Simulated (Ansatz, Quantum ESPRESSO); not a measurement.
# Complex bands of CaSe, rock salt type, lattice constant set to 5.96 Å, part 3 of 4

Aim: how fast states decay in the gap of CaSe, rock salt type, lattice constant set to 5.96 Å.

Quantum ESPRESSO 7.5; plane-wave DFT, PBE, SG15 norm-conserving pseudopotentials; cross-check by Ansatz 0.2.0 with PAW datasets.

So far. Step 2 (Self-consistent run): The run needed 10 iterations to bring the estimated error under 1e-09 Ry.

The structure was built from a prototype and need not be the compound's stable phase.

## (3) Complex band structure (continued)

Level of this step: complex band structure by pwcond; plane-wave DFT, PBE, SG15 norm-conserving pseudopotentials (Quantum ESPRESSO).

K across = (1/2, 1/2) in the cell's reciprocal vectors; values within 0.0025 1/Å of each other count once, columns are sorted by size at each energy, a dash where no further value was kept. The Im kz of the slowest decaying states by energy, zero at the highest filled level of the SCF mesh:

| energy (eV) | decay 1 (Å⁻¹) | decay 2 (Å⁻¹) | decay 3 (Å⁻¹) |
| --- | --- | --- | --- |
| -2.07 | 0.268 | 1.21 | 1.62 |
| -1.84 | 0.192 | 1.21 | 1.60 |
| -1.61 | 1.21 | 1.57 | 1.87 |
| -1.38 | 1.21 | 1.55 | 1.85 |
| -1.15 | 1.21 | 1.53 | 1.84 |
| -0.92 | 1.20 | 1.50 | 1.82 |
| -0.69 | 0.159 | 0.162 | 1.20 |
| -0.46 | 0.211 | 0.216 | 1.19 |
| -0.23 | 0.24 | 0.251 | 1.18 |
| 0.00 | 0.256 | 0.275 | 1.17 |
| 0.46 | 0.265 | 0.305 | 1.16 |
| 0.69 | 0.26 | 0.314 | 1.15 |
| 0.92 | 0.249 | 0.32 | 1.14 |
| 1.15 | 0.233 | 0.324 | 1.12 |
| 1.38 | 0.209 | 0.326 | 1.11 |
| 1.61 | 0.176 | 0.325 | 1.10 |
| 1.84 | 0.128 | 0.323 | 1.08 |
| 2.07 | 0.319 | 1.07 | 1.13 |
| 2.30 | 0.314 | 1.05 | 1.10 |
| 2.53 | 0.307 | 1.04 | 1.06 |
| 2.76 | 0.298 | 1.02 | 1.52 |
| 2.99 | 0.288 | 0.974 | 1.00 |
| 3.22 | 0.275 | 0.928 | 0.981 |
| 3.45 | 0.261 | 0.877 | 0.96 |
| 3.68 | 0.244 | 0.821 | 0.938 |
| 3.91 | 0.225 | 0.758 | 0.914 |
| 4.14 | 0.202 | 0.685 | 0.889 |
| 4.37 | 0.173 | 0.598 | 0.862 |
| 4.83 | 0.082 | 0.313 | 0.801 |
| 5.06 | 0.767 | 1.15 | 1.38 |
| 5.29 | 0.172 | 0.728 | 1.08 |
| 5.52 | 0.161 | 0.685 | 0.994 |
| 5.75 | 0.031 | 0.634 | 0.843 |
| 5.98 | 0.097 | 0.208 | 0.515 |
| 6.21 | 0.305 | 0.378 | 0.458 |
| 6.44 | 0.399 | 0.469 | 0.953 |
| 6.67 | 0.406 | 0.532 | 1 |
| 6.90 | 0.406 | 0.58 | 1.03 |

K across = (1/4, 0) in the cell's reciprocal vectors; values within 0.0025 1/Å of each other count once, columns are sorted by size at each energy, a dash where no further value was kept. The Im kz of the slowest decaying states by energy, zero at the highest filled level of the SCF mesh:

```csv
energy (eV),decay 1 (Å⁻¹),decay 2 (Å⁻¹),decay 3 (Å⁻¹)
-2.07,0.047,0.828,0.876
-1.84,0.776,0.845,1.20
-1.38,0.099,0.631,0.797
-1.15,0.174,0.407,0.566
-0.92,0.213,0.729,0.793
-0.46,0.116,0.187,0.217
-0.23,0.259,0.328,0.605
0.00,0.302,0.396,0.587
0.46,0.345,0.46,0.56
0.69,0.355,0.475,0.549
0.92,0.361,0.484,0.537
1.38,0.361,0.484,0.513
1.61,0.355,0.478,0.5
1.84,0.347,0.469,0.485
2.30,0.321,0.44,0.448
2.53,0.303,0.419,0.422
2.99,0.252,0.323,0.366
3.22,0.165,0.215,0.33
3.45,0.16,0.285,0.496
3.91,0.018,0.131,0.155
4.14,0.179,0.428,0.582
4.37,0.104,0.4,0.493
4.83,0.328,0.394,0.493
5.06,0.277,0.381,0.44
5.29,0.202,0.342,0.368
5.75,0.08,0.114,0.429
5.98,0.033,0.21,0.229
6.21,0.074,0.279,0.284
6.67,0.186,0.315,0.336
6.90,0.253,0.318,0.345
```

## (4) Complex band structure, with ewind = 1.0

A sensitivity test on the input.

cbs.w.in reads:

```
&inputcond
  outdir = './out'
  prefixl = 'scf'
  band_file = 'cbs.w'
  ikind = 0
  ewind = 1.0
  epsproj = 1e-05
  nz1 = 7
  energy0 = 6.9
  denergy = -0.23
/
4
  0.00000000 0.00000000 1.00000000
  0.50000000 0.00000000 1.00000000
  0.50000000 0.50000000 1.00000000
  0.25000000 0.00000000 1.00000000
40
```

The run is started by

```sh
> OMP_NUM_THREADS=1 mpirun -n 2 pwcond.x -in cbs.w.in > cbs.w.out
```

What it wrote:

```text
[banner, memory and clock lines left out]
Program PWCOND v.7.5 starts
[citation notice left out]

[...]
./out/scf.save/

     IMPORTANT: XC functional enforced from input :
     Exchange-correlation= PBE
                           (   1   4   3   4   0   0   0)
     Any further DFT definition will be discarded
     Please, verify this is what you really want

     Reading collected, re-writing distributed wavefunctions

===== INPUT FILE containing the left lead =====

     GEOMETRY:

     lattice parameter (alat)  =       7.9640  a.u.
     the volume                =     714.3407 (a.u.)^3
     the cross section         =      63.4250 (a.u.)^2
     l of the unit cell        =       1.4142 (alat)
     number of atoms/cell      =            4
     number of atomic types    =            2

     crystal axes: (cart. coord. in units of alat)
               a(1) = (  1.0000  0.0000  0.0000 )
               a(2) = (  0.0000  1.0000  0.0000 )
               a(3) = (  0.0000  0.0000  1.4142 )

   Cartesian axes

     site n.     atom                  positions (alat units)
          1        Ca     tau(  1)=(  0.0000  0.0000  1.4142  )
          2        Se     tau(  2)=(  0.5000  0.5000  1.4142  )
          3        Ca     tau(  3)=(  0.5000  0.5000  0.7071  )
          4        Se     tau(  4)=(  0.0000  0.0000  0.7071  )

     nr1s                      =           40
     nr2s                      =           40
     nr3s                      =           60
     nr1sx                     =           40
     nr2sx                     =           40
     nr3sx                     =           60
     nr1                       =           40
     nr2                       =           40
     nr3                       =           60
     nr1x                      =           40
     nr2x                      =           40
     nr3x                      =           60

 _______________________________
  Radii of nonlocal spheres:

     type       ibeta     ang. mom.          radius (alat units)
       Ca         1         0                    0.2612
       Ca         2         0                    0.2649
       Ca         3         1                    0.3127
       Ca         4         1                    0.3039
       Ca         5         2                    0.2888
       Ca         6         2                    0.2988
       Se         1         0                    0.3139
       Se         2         0                    0.3227
       Se         3         1                    0.3390
       Se         4         1                    0.3378
       Se         5         2                    0.4093
       Se         6         2                    0.4219
----- General information -----

----- Complex band structure calculation -----

     nrx                       =           40
     nry                       =           40
     nz1                       =            7

     energy0               =         6.9E+00
     denergy               =        -2.3E-01
     nenergy               =         40
     ecut2d                =         6.0E+01
     ewind                 =         1.0E+00
     epsproj               =         1.0E-05

     number of k_|| points=    4
                       cryst. coord.
        k(    1) = (   0.0000000   0.0000000), wk =   0.2500000
        k(    2) = (   0.5000000   0.0000000), wk =   0.2500000
        k(    3) = (   0.5000000   0.5000000), wk =   0.2500000
        k(    4) = (   0.2500000   0.0000000), wk =   0.2500000
----- Information about left lead -----

     nocros                   =           36
     noins                    =           36
     norb                     =          108
     norbf                    =          108
     nrz                      =           60

      iorb      type   ibeta   ang. mom.   m       position (alat)
        1        1       1        0        1   taunew(   1)=(  0.0000  0.0000  0.0000)
        2        1       2        0        1   taunew(   2)=(  0.0000  0.0000  0.0000)
[...]
108        2       6        2        5   taunew( 108)=(  0.5000  0.5000  1.4142)
 ngper, shell number =          293          41
 ngper, n2d =          293          70
---  E-Ef =    6.9000000  k =    0.0000000   0.0000000
---  ie =          1  ik =          1
 Nchannels of the left tip =            2
 Right moving states:
   k1(2pi/a)   k2(2pi/a)   E-Ef (eV)
   0.3173343  -0.0000000   6.9000000
   0.4056822  -0.0000000   6.9000000
 Left moving states:
   k1(2pi/a)   k2(2pi/a)   E-Ef (eV)
  -0.3173343  -0.0000000   6.9000000
  -0.4056822  -0.0000000   6.9000000

---  E-Ef =    6.6700000  k =    0.0000000   0.0000000
---  ie =          2  ik =          1
 Nchannels of the left tip =            2
 Right moving states:
   k1(2pi/a)   k2(2pi/a)   E-Ef (eV)
   0.2845554  -0.0000000   6.6700000
   0.3829571  -0.0000000   6.6700000
 Left moving states:
   k1(2pi/a)   k2(2pi/a)   E-Ef (eV)
  -0.2845554  -0.0000000   6.6700000
  -0.3829571  -0.0000000   6.6700000
[... further energies and points left out ...]
---  E-Ef =   -1.8400000  k =    0.2500000   0.0000000
---  ie =         39  ik =          4
 Nchannels of the left tip =            2
 Right moving states:
   k1(2pi/a)   k2(2pi/a)   E-Ef (eV)
   0.1067922   0.0000000  -1.8400000
  -0.2100422  -0.0000000  -1.8400000
 Left moving states:
   k1(2pi/a)   k2(2pi/a)   E-Ef (eV)
  -0.1067922   0.0000000  -1.8400000
   0.2100422  -0.0000000  -1.8400000

---  E-Ef =   -2.0700000  k =    0.2500000   0.0000000
---  ie =         40  ik =          4
 Nchannels of the left tip =            1
 Right moving states:
   k1(2pi/a)   k2(2pi/a)   E-Ef (eV)
  -0.2876708  -0.0000000  -2.0700000
 Left moving states:
   k1(2pi/a)   k2(2pi/a)   E-Ef (eV)
   0.2876708  -0.0000000  -2.0700000

[...]
```

Run time: 9.5 min. Hardware: 2 MPI ranks of Arm Neoverse N1, shared host; peak memory 0.11 GiB; 15 min of CPU time.

The changed values were drawn from a wide range, not chosen for quality; the comparison shows what they did here together.

Beside the run it was changed from:

```
                                       quantity  this run  unchanged run  difference
peak of the smallest κ at the zone centre (Å⁻¹)     0.184          0.184           0
       peak of the smallest κ at (1/2, 0) (Å⁻¹)     0.548          0.548           0
     peak of the smallest κ at (1/2, 1/2) (Å⁻¹)     0.265          0.265           0
                                  wall time (s)       568            906
```

The physical values in this table stay within 0.05 %.

## (5) Complex bands with pwcond.x, with ikind = 1

Another try, with an input changed as a hurried user might.

cbs.bad.in reads:

```
&inputcond
  outdir = './out'
  prefixl = 'scf'
  tran_file = 'cbs.bad.dat'
  ikind = 1
  ewind = 4.0
  epsproj = 1e-05
  nz1 = 7
  energy0 = 6.9
  denergy = -0.23
/
4
  0.00000000 0.00000000 1.00000000
  0.50000000 0.00000000 1.00000000
  0.50000000 0.50000000 1.00000000
  0.25000000 0.00000000 1.00000000
40
```

The run is started by

```sh
> OMP_NUM_THREADS=1 mpirun -n 2 pwcond.x -in cbs.bad.in > cbs.bad.out
```

What it wrote:

```text
[banner, memory and clock lines left out]
Program PWCOND v.7.5 starts

          URL

     ./out/scf.save/

     IMPORTANT: XC functional enforced from input :
     Exchange-correlation= PBE
                           (   1   4   3   4   0   0   0)
     Any further DFT definition will be discarded
     Please, verify this is what you really want

     Reading collected, re-writing distributed wavefunctions

===== INPUT FILE containing the left lead =====

     GEOMETRY:

     lattice parameter (alat)  =       7.9640  a.u.
     the volume                =     714.3407 (a.u.)^3
     the cross section         =      63.4250 (a.u.)^2
     l of the unit cell        =       1.4142 (alat)
     number of atoms/cell      =            4
     number of atomic types    =            2

     crystal axes: (cart. coord. in units of alat)
               a(1) = (  1.0000  0.0000  0.0000 )
               a(2) = (  0.0000  1.0000  0.0000 )
               a(3) = (  0.0000  0.0000  1.4142 )

   Cartesian axes

     site n.     atom                  positions (alat units)
          1        Ca     tau(  1)=(  0.0000  0.0000  1.4142  )
          2        Se     tau(  2)=(  0.5000  0.5000  1.4142  )
          3        Ca     tau(  3)=(  0.5000  0.5000  0.7071  )
          4        Se     tau(  4)=(  0.0000  0.0000  0.7071  )

     nr1s                      =           40
     nr2s                      =           40
     nr3s                      =           60
     nr1sx                     =           40
     nr2sx                     =           40
     nr3sx                     =           60
     nr1                       =           40
     nr2                       =           40
     nr3                       =           60
     nr1x                      =           40
     nr2x                      =           40
     nr3x                      =           60

 _______________________________
  Radii of nonlocal spheres:

     type       ibeta     ang. mom.          radius (alat units)
       Ca         1         0                    0.2612
       Ca         2         0                    0.2649
       Ca         3         1                    0.3127
       Ca         4         1                    0.3039
       Ca         5         2                    0.2888
       Ca         6         2                    0.2988
       Se         1         0                    0.3139
       Se         2         0                    0.3227
       Se         3         1                    0.3390
       Se         4         1                    0.3378
[MPI's abort notice left out]
       Se         5         2                    0.4093
       Se         6         2                    0.4219

 %%%%%%%%%%%%%%%%%%%%%%%%%%%%%%%%%%%%%%%%%%%%%%%%%%%%%%%%%%%%%%%%%%%%%%%%%%%%%%
     Error in routine do_cond (1):
     different cut-offs on left lead and scattering region
 %%%%%%%%%%%%%%%%%%%%%%%%%%%%%%%%%%%%%%%%%%%%%%%%%%%%%%%%%%%%%%%%%%%%%%%%%%%%%%

     stopping ...
[the rest left out]
```

Elapsed: 1.2 s, on 2 MPI ranks; peak memory 0.08 GiB.

The input was rejected at the start.

The fault put into the input: a transmission asked without a scattering region (inputcond.ikind = 1).

The message: “do_cond (1): different cut-offs on left lead and scattering region”. ikind = 1 needs a scattering region, which this input doesn't give; ikind = 0 solves the crystal alone.

[end of part 3 of 4]

[Logs are printed without paths, hosts, clocks, repeated set-up lines and the standing remarks that a program may print on its own settings, such as how far it seeks lower states.]

[Hosts, paths, dates, database ids (printed as entryN), source tags and the programs' standing remarks are cut or masked in the printed files.]

[Maps of the electrostatic potential energy from Ansatz leave out the sawtooth potential of an applied field or a dipole correction, so their vacuum need not be flat; planar profiles and work functions include it.]
